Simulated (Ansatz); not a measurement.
# What BaTiO3 (model cell, started as cubic perovskite with Ti in the octahedra) distorts into, part 2 of 3

Aim: this structure of BaTiO3 (model cell, started as cubic perovskite with Ti in the octahedra) is to be tested for unstable modes, and one is followed downhill.

Ansatz 0.2.0; DFT PBEsol, scalar-relativistic, plane waves, PAW; PAW set soft_1.

So far, highest frequency on the path or at a solved wavevector (cm⁻¹): step 2 (the dispersion) 749. Also lowest frequency on the path (cm⁻¹): step 2 -188.

### Step 5. Energy along the mode, all amplitudes (two of the runs are shown above)

An imaginary frequency means negative curvature, so the energy should fall and then rise again as anharmonic terms take over.

Numbers from this step:

- depth at the lowest point sampled: 1.442 meV/atom
- largest atomic shift at that point: 0.08 Å

Table of energy from the parent by largest atomic shift:

| largest atomic shift (Å) | energy from the parent (meV/atom) |
| --- | --- |
| 0.0000 | 0 |
| 0.0400 | -0.808 |
| 0.0800 | -1.44 |
| 0.1400 | 9.08 |

Displacement at unit largest shift by atom:

| atom | x (Å) | y (Å) | z (Å) | size |
| --- | --- | --- | --- | --- |
| Ba1 | 0.00 | 0.01 | 0.00 | 0.01 |
| Ti2 | 0.00 | 0.67 | 0.00 | 0.67 |
| O3 | 0.00 | -0.54 | 0.00 | 0.54 |
| O4 | 0.00 | -1.00 | 0.00 | 1.00 |
| O5 | 0.00 | -0.54 | 0.00 | 0.54 |

The lowest of the steps tried is at 0.08 Å, 1.44 meV/atom below the parent; the bottom of the well need not coincide with a step.

### Step 6. Relaxation from the frozen mode

Starting from the lowest point found, all atoms and the cell are let go, so that strain and other modes of the same symmetry can join in.

Contents of input.yaml:

```yaml
crystal:
  lattice:
    - [3.9701498195, 0.0, 0.0]
    - [0.0, 3.9701498195, 0.0]
    - [0.0, 0.0, 3.9701498195]
  atoms:
    - { symbol: Ba, position: [0.0, 0.0002058223, 0.0] }
    - { symbol: Ti, position: [0.5, 0.5134234764, 0.5] }
    - { symbol: O, position: [0.5, 0.489111173, 0.0] }
    - { symbol: O, position: [0.5, -0.0201503731, 0.5] }
    - { symbol: O, position: [0.0, 0.489111173, 0.5] }
kpoints:
  mp_grid: { grid: [8, 8, 8] }
hamiltonian:
  xc: pbesol
  pseudopotentials: { kind: paw, azcp: { folder: soft_1 }, xc_functional: pbe }
scf:
  occupations: { method: fixed }
output:
  forces: true
  stress: true
  eigenvalues: true
relax:
  adjacent_minimum: "off"
  f_tol: 0.002
  max_steps: 120
  cell: { stress_tol: 0.03 }
```

Command:

```bash
> ansatz run input.yaml --threads 4 --pin off --max-ram 16384MiB --backend cpu --events-out ev --progress --plain --runs-dir out
```

Numbers of over 12 decimals in the logs are rounded to 6 here.

What it wrote:

```text
[...]
Crystal: 5 atoms, lattice volume = 62.578 Å³
Basis set: ecut = 420 eV, 1237 PW (Γ), exchange–correlation on 54×54×54 points (8 copies of the dense FFT grid, shifted against one another)
Bands: 25, of which v1, the nominal top of the filled ones, is band 20 counted from 1 (19 counted from 0)
Symmetry: 8 space group operations
[...]
k-points: 75 of 512 (time reversal used)
[...]
SCF iter   1: F=—  HF=-10028.056697 eV  |F-HF|=—  |Δ(HF+E_count)|=         —  Δρ=5.59e-2  dr2=2.01e0  ethr=3.10e-3  ⟨swp⟩=4.6  Hψ=7227  notcnv=0  defer=163
[...]
SCF iter   9: F=-10027.629669 eV  HF=-10027.629669 eV  |F-HF|=8.14e-9  |Δ(HF+E_count)|=   7.53e-8  Δρ=5.97e-6  dr2=2.61e-8  ethr=2.50e-10  ⟨swp⟩=8.5  Hψ=10507  notcnv=0
SCF 1 converged in 9 iterations: F = -10027.629669 eV  dr2 = 2.61e-8
[...]
relax step   1: F+E_penalty+E_count = -10027.62966921 eV  Δ(F+E_penalty+E_count) = +0.000e0 eV  max|allowed force component| = 1.339e-1 eV/Å  Δτ_max = 0.0000 Å  P = +1.174 GPa  Ω = 62.578 Å³  (9 SCF iters, dr2 threshold 1.00e-7 eV, accepted)
Crystal: 5 atoms, lattice volume = 62.995 Å³
[...]
iter 1 solved again at ethr=1.74e-6 eV; its pass at ethr=3.10e-3 eV (dr2=6.97e-4 eV) is discarded
[...]
SCF iter   6: F=-10027.633278 eV  HF=-10027.633278 eV  |F-HF|=9.72e-8  |Δ(HF+E_count)|=   3.39e-8  Δρ=1.89e-5  dr2=1.77e-7  ethr=1.25e-9  ⟨swp⟩=8.7  Hψ=9548  notcnv=0
SCF 2 converged in 6 iterations: F = -10027.633278 eV  dr2 = 1.77e-7
relax step   2: F+E_penalty+E_count = -10027.63327821 eV  Δ(F+E_penalty+E_count) = -3.609e-3 eV  max|allowed force component| = 5.368e-2 eV/Å  Δτ_max = 0.0087 Å  P = -0.038 GPa  Ω = 62.995 Å³  energy of the carried Pulay correction = -1.142e-3 eV  (6 SCF iters, dr2 threshold 5.00e-7 eV, accepted)
Crystal: 5 atoms, lattice volume = 63.059 Å³
Basis set: ecut = 420 eV, 1221 PW (Γ), exchange–correlation on 54×54×54 points (8 copies of the dense FFT grid, shifted against one another)
[...]
SCF iter   6: F=-10027.634548 eV  HF=-10027.634548 eV  |F-HF|=3.30e-8  |Δ(HF+E_count)|=   1.81e-7  Δρ=1.32e-5  dr2=1.01e-7  ethr=1.25e-9  ⟨swp⟩=8.8  Hψ=9841  notcnv=0
SCF 3 converged in 6 iterations: F = -10027.634548 eV  dr2 = 1.01e-7
relax step   3: F+E_penalty+E_count = -10027.63454776 eV  Δ(F+E_penalty+E_count) = -1.270e-3 eV  max|allowed force component| = 1.220e-1 eV/Å  Δτ_max = 0.0069 Å  P = -0.206 GPa  Ω = 63.059 Å³  energy of the carried Pulay correction = -1.318e-3 eV  (6 SCF iters, dr2 threshold 5.00e-7 eV, accepted)
[...]
relax step   4: F+E_penalty+E_count = -10027.63517327 eV  Δ(F+E_penalty+E_count) = -6.255e-4 eV  max|allowed force component| = 1.141e-1 eV/Å  Δτ_max = 0.0079 Å  P = -0.097 GPa  Ω = 63.065 Å³  energy of the carried Pulay correction = -1.335e-3 eV  (6 SCF iters, dr2 threshold 5.00e-7 eV, accepted)
[...]
relax step   5: F+E_penalty+E_count = -10027.63534819 eV  Δ(F+E_penalty+E_count) = -1.749e-4 eV  max|allowed force component| = 1.085e-1 eV/Å  Δτ_max = 0.0086 Å  P = -0.367 GPa  Ω = 63.278 Å³  energy of the carried Pulay correction = -1.915e-3 eV  (6 SCF iters, dr2 threshold 5.00e-7 eV, accepted)
[...]
relax step   6: F+E_penalty+E_count = -10027.63588495 eV  Δ(F+E_penalty+E_count) = -5.368e-4 eV  max|allowed force component| = 2.704e-2 eV/Å  Δτ_max = 0.0087 Å  P = -0.150 GPa  Ω = 63.312 Å³  energy of the carried Pulay correction = -2.007e-3 eV  (6 SCF iters, dr2 threshold 5.00e-7 eV, accepted)
[...]
relax step   7: F+E_penalty+E_count = -10027.63613545 eV  Δ(F+E_penalty+E_count) = -2.505e-4 eV  max|allowed force component| = 9.224e-4 eV/Å  Δτ_max = 0.0015 Å  P = +0.009 GPa  Ω = 63.245 Å³  energy of the carried Pulay correction = -1.826e-3 eV  (4 SCF iters, dr2 threshold 2.25e-7 eV, accepted)
[...]
relax step   8: F+E_penalty+E_count = -10027.63857803 eV  Δ(F+E_penalty+E_count) = -2.443e-3 eV  max|allowed force component| = 1.382e-3 eV/Å  Δτ_max = 0.0000 Å  P = +0.060 GPa  Ω = 63.245 Å³  stress off target by 1.44e-1 GPa  SCF on the basis re-selected at this cell (its energy is not comparable with the rows above)  (8 SCF iters)
[...]
relax step   9: F+E_penalty+E_count = -10027.63848725 eV  Δ(F+E_penalty+E_count) = +9.078e-5 eV  max|allowed force component| = 7.038e-4 eV/Å  Δτ_max = 0.0017 Å  P = +0.002 GPa  Ω = 63.292 Å³  energy of the carried Pulay correction = -1.247e-4 eV  (6 SCF iters, dr2 threshold 5.16e-8 eV, accepted)
[...]
SCF iter   7: F=-10027.638619 eV  HF=-10027.638619 eV  |F-HF|=5.46e-12  |Δ(HF+E_count)|=  2.87e-10  Δρ=9.46e-8  dr2=2.72e-12  ethr=1.00e-12  ⟨swp⟩=10.4  Hψ=11664  notcnv=0
SCF 10 converged in 7 iterations: F = -10027.638619 eV  dr2 = 2.72e-12
relax step  10: F+E_penalty+E_count = -10027.63861906 eV  Δ(F+E_penalty+E_count) = -1.318e-4 eV  max|allowed force component| = 7.339e-4 eV/Å  Δτ_max = 0.0000 Å  P = +0.003 GPa  Ω = 63.292 Å³  stress off target by 1.27e-2 GPa  SCF on the basis re-selected at this cell (its energy is not comparable with the rows above)  (7 SCF iters)
[...]
SCF converged after 7 iterations
Free energy (F): -10027.638619 eV
[...]
Internal energy: -10027.638619 eV  (E = F + TS)
E sigma→0 (E₀):  -10027.638619 eV
Fermi energy:    10.412848 eV
[...]
--- Forces (eV/Å), atoms counted from 1 ---
  atom   1  Ba     0.00000000     0.00005396     0.00000000
  atom   2  Ti    -0.00000000     0.00073389     0.00000000
  atom   3  O     -0.00000000    -0.00016828     0.00000000
  atom   4  O     -0.00000000    -0.00045122     0.00000000
  atom   5  O      0.00000000    -0.00016828     0.00000000
  max |Σ_I F_I| component: 7.94e-8 eV/Å
--- Stress (GPa, compression-positive) ---
       -0.001938       0.000000       0.000000
        0.000000       0.012701       0.000000
        0.000000       0.000000      -0.001938
  P = ⅓ Tr σ = 0.0029 GPa (0.029 kbar)
--- Band table (eV; the first three rows and the last of 75) ---
  k-point 0: bands = [... 16 lower, 9.1236, 9.9590, 10.0474, 10.0474, 12.2657, 12.6434, 12.6434, 14.6947, ... 1 higher]
  k-point 1: bands = [... 16 lower, 9.0452, 9.6530, 9.8824, 10.0012, 12.5770, 12.6751, 12.7745, 14.7726, ... 1 higher]
  k-point 2: bands = [... 16 lower, 8.7863, 9.1349, 9.5871, 9.7393, 12.6856, 13.2682, 13.2890, 14.7702, ... 1 higher]
  k-point 74: bands = [... 16 lower, 7.9741, 10.1910, 10.1910, 10.4128, 14.7287, 14.7287, 14.7785, 16.9206, ... 1 higher]
--- Relaxed structure (8 steps of the walk, 8 accepted, 2 SCFs on fresh bases) ---
  F+E_penalty+E_count = -10027.63861906 eV   max|allowed force component| = 7.339e-4 eV/Å   (the final SCF, on the basis selected at the relaxed cell)
  cell:  # Å, volume = 63.2923 Å³
    - [3.955770, 0, 0]
    - [0, 4.044724, 0.0]
    - [0, 0.0, 3.955770]
  atoms:
    - { symbol: Ba, position: [0, 0.00495456, 0.0] }
    - { symbol: Ti, position: [0.5, 0.520101, 0.5] }
    - { symbol: O, position: [0.5, 0.485770, 0] }
    - { symbol: O, position: [0.5, -0.024895, 0.5] }
    - { symbol: O, position: [0, 0.485770, 0.5] }
```

The job ended after 42 s (4 threads of Arm Neoverse V1, shared host; peak memory 0.49 GiB).

Relaxation path:

| step | energy less that of the first step (eV) | largest force component (eV/Å) | pressure (GPa) | volume (Å³) |
| --- | --- | --- | --- | --- |
| 1 | 0.0000 | 0.1339 | 1.17 | 62.58 |
| 2 | -0.0036 | 0.0537 | -0.04 | 62.99 |
| 3 | -0.0049 | 0.1220 | -0.21 | 63.06 |
| 4 | -0.0055 | 0.1141 | -0.10 | 63.07 |
| 5 | -0.0057 | 0.1085 | -0.37 | 63.28 |
| 6 | -0.0062 | 0.0270 | -0.15 | 63.31 |
| 7 | -0.0065 | 0.0009 | 0.01 | 63.25 |
| 8* | -0.0089 | 0.0014 | 0.06 | 63.25 |
| 9 | -0.0088 | 0.0007 | 0.00 | 63.29 |
| 10* | -0.0089 | 0.0007 | 0.00 | 63.29 |

Relaxation steps marked * repeat the geometry before them on a plane-wave basis chosen anew for their cell, so energy and pressure can jump there.

The run keeps the 8 symmetry operations that it works with, so distortions that break them were not tested.

| conventional cell, symmetrised | before | after | change |
| --- | --- | --- | --- |
| a (Å) | 3.970 | 3.956 | -0.4 % |
| b (Å) | 3.970 | 3.956 | -0.4 % |
| c (Å) | 3.970 | 4.045 | +1.9 % |
| volume (Å³/atom) | 12.52 | 12.66 | +1.1 % |

The atoms that moved most (Å, as changes of fractional coordinates times the final cell):

| atom | dx | dy | dz | length |
| --- | --- | --- | --- | --- |
| Ti2 | 0.000 | 0.027 | 0.000 | 0.027 |
| Ba1 | 0.000 | 0.019 | 0.000 | 0.019 |
| O4 | 0.000 | -0.019 | 0.000 | 0.019 |
| O3 | 0.000 | -0.014 | 0.000 | 0.014 |
| O5 | 0.000 | -0.014 | 0.000 | 0.014 |

Final coordinates:

```xyz
5
Lattice="3.9558 0.0000 0.0000 0.0000 4.0447 0.0000 0.0000 0.0000 3.9558" Properties=species:S:1:pos:R:3 pbc="T T T"
Ba    0.0000    0.0200    0.0000
Ti    1.9779    2.1037    1.9779
O     1.9779    1.9648    0.0000
O     1.9779   -0.1007    1.9779
O     0.0000    1.9648    1.9779
```

Numbers from this step:

| Property | Result |
| --- | --- |
| pressure | 0.002941 GPa |
| gap on the k-mesh | 1.853 eV |
| volume per atom | 12.66 Å³ |

The distorted start has space group P4mm; the relaxation ends in P4mm.

### Step 7. The new phase in its own primitive cell

The relaxed structure is symmetrised, reduced to its primitive cell and relaxed tightly, as its phonons need.

input.yaml, the sections that differ from step 6:

```yaml
crystal:
  lattice:
    - [3.9557702403, 0.0, 0.0]
    - [0.0, 3.9557702403, 0.0]
    - [0.0, 0.0, 4.0447236183]
  atoms:
    - { symbol: Ba, position: [0.0, 0.0, 0.9950454387] }
    - { symbol: Ti, position: [0.5, 0.5, 0.4798989652] }
    - { symbol: O, position: [0.5, 0.0, 0.5142296772] }
    - { symbol: O, position: [0.5, 0.5, 0.02489497] }
    - { symbol: O, position: [0.0, 0.5, 0.5142296772] }
kpoints:
  mp_grid: { grid: [6, 6, 6] }
relax:
  adjacent_minimum: "off"
  f_tol: 0.001
  max_steps: 60
  cell: { stress_tol: 0.01 }
# hamiltonian, scf, output: as in step 6
```

What it wrote:

```text
[...]
Crystal: 5 atoms, lattice volume = 63.292 Å³
Basis set: ecut = 420 eV, 1229 PW (Γ), exchange–correlation on 54×54×60 points (8 copies of the dense FFT grid, shifted against one another)
Bands: 25, of which v1, the nominal top of the filled ones, is band 20 counted from 1 (19 counted from 0)
Symmetry: 8 space group operations
[...]
k-points: 40 of 216 (time reversal used)
[...]
cell:  # Å, volume = 63.3028 Å³
    - [3.955495, 0, 2.1115447676754355e-19]
    - [0, 3.955495, 0]
    - [2.1590270602437496e-19, 0, 4.045956]
  atoms:
    - { symbol: Ba, position: [0, 0, 0.994969] }
    - { symbol: Ti, position: [0.500000, 0.500000, 0.479762] }
    - { symbol: O, position: [0.500000, 0, 0.514281] }
    - { symbol: O, position: [0.500000, 0.500000, 0.025005] }
    - { symbol: O, position: [0, 0.500000, 0.514281] }
[key lines of the parts left out:]
SCF converged after 9 iterations
Free energy (F): -10027.638619 eV
Fermi energy:    10.411668 eV
P = ⅓ Tr σ = -0.0036 GPa (-0.036 kbar)
```

The job ended after 14 s (4 threads; peak memory 0.45 GiB).

Little changed from the start: no atom moved by 0.005 Å and no cell edge by 0.1 %.

This step gave:

| Item | Value |
| --- | --- |
| pressure | -0.003622 GPa |
| direct gap on mesh | 2.221 eV |

The largest force component left is 0.36 meV/Å and the pressure is -0.004 GPa, within the tolerances set. The cell now holds 12.66 Å³/atom.

(Continued in part 3 of 3.)

[Logs are printed without paths, hosts, clocks, repeated set-up lines and the standing remarks that a program may print on its own settings, such as how far it seeks lower states.]

[Hosts, paths, dates, database ids (printed as entryN), source tags and the programs' standing remarks are cut or masked in the printed files.]
